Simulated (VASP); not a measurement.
Set up this calculation in VASP 6.6.1, as the native input.

| Item | Value |
| --- | --- |
| Task | single point |
| Functional | LDA |
| Potentials or basis | VASP PAW LDA potentials, release 64 (O, H, C) |
| Cutoff | 520 eV |
| k mesh | 1 × 1 × 1 |
| Occupations | fermi-dirac, width 0.05 eV |
| Spin | no spin polarisation |
| Dipole correction | no |
| Further INCAR settings | LREAL = Auto; ALGO = Normal; EDIFF = 1e-07; NBANDS = 50 |

The structure of H14CO8 lies in POSCAR:

```
H14CO8
1.0
    6.2402510000      0.0000000000      0.0000000000
    0.0000000000      6.2402510000      0.0000000000
    0.0000000000      0.0000000000      6.2402510000
O H C
8 14 1
Direct
    0.7514441326      0.7500499579      0.4382676274
    0.3279195020      0.5387123050      0.3424060987
    0.0912463297      0.8232361166      0.2335002230
    0.6539801043      0.4237169306      0.6079883646
    0.1525739910      0.9397057907      0.8026439962
    0.0721445339      0.2257280997      0.4971594893
    0.5841591949      0.9556987371      0.1563238402
    0.5734064223      0.6380192079     -0.0200152205
    0.8983773249      0.7765873520      0.3602899947
    0.7389446354      0.6064980399      0.5055726124
    0.4142782077      0.5177195597      0.2155201770
    0.2306798236      0.4141019328      0.3455469980
    0.2152157021      0.7279194379      0.2869916611
    0.1397860439      0.9534392126      0.3171507044
    0.6326508341      0.5231360085      0.7389606604
    0.5361803556      0.4648851464      0.5051880125
    0.3034172824      0.8653177573      0.8521612352
    0.0789711824      0.8835862532      0.9302350178
   -0.0709747092      0.2716557395      0.5111973861
    0.1266615718      0.1629742137      0.6391730076
    0.6370096331      0.8286205154      0.3185128291
    0.5975400669      0.9452824894     -0.1719161617
    0.5813067455      0.8438602870     -0.0104162477
```

The cell was built by a generator and needn't be a form met in nature.

The input as run:

INCAR

```
PREC = Accurate
ENCUT = 520
EDIFF = 1E-7
ISMEAR = -1
SIGMA = 0.05
LREAL = Auto
LASPH = True
NELM = 100
ALGO = Normal
ISIF = 2
LWAVE = False
LCHARG = False
GGA = CA
NBANDS = 50
```

KPOINTS

```
Automatic mesh
0
Gamma
  1 1 1
```

Potentials or basis: VASP PAW LDA potentials, release 64 (O, H, C).

The run is started by

```sh
$ cat potpaw_LDA.64/O/POTCAR potpaw_LDA.64/H/POTCAR potpaw_LDA.64/C/POTCAR > POTCAR
$ mpirun -np 1 vasp_gam > vasp.out
```

It gave:

```
Pressure               : -0.9 GPa
Largest force          : 3.782 eV/Å
Band gap on the k mesh : 5.15 eV, direct
```

Caveat: the standard files for N, O and F lose accuracy on very short bonds.

It took 16 s on 1 thread of Intel(R) Xeon(R) Platinum 8559C (Emerald Rapids), on a shared host, peak memory 0.23 GiB.
